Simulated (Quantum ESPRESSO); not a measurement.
TiC:

```
CELL_PARAMETERS angstrom
0.00000 2.16572 2.16572
2.16572 0.00000 2.16572
2.16572 2.16572 0.00000
ATOMIC_POSITIONS crystal
Ti 0.00000 0.00000 0.00000
C 0.50000 0.50000 0.50000
```

The cell is a database's computed one.

Base run:

```yaml
Program: Quantum ESPRESSO 7.5
Functional: optB88-vdW
Potentials_or_basis: PseudoDojo 0.4.1 SR PBE standard
Cutoff: 1143 eV
Density_cutoff: 4572 eV
k_mesh: 11 × 11 × 11
Occupations: fermi-dirac, width 0.05 eV
Spin: no spin polarisation
```

Its results: band gap on the k mesh none (metal or under the smearing width); pressure 0.8 GPa.

Problem. The run is repeated on the same cell with these changes: functional from optB88-vdW to rev-vdW-DF2. What comes out?

Solution. Band gap on the k mesh none (metal or under the smearing width); pressure -2.1 GPa.

Caveats: the potentials were made for another functional, which shifts forces and pressure.
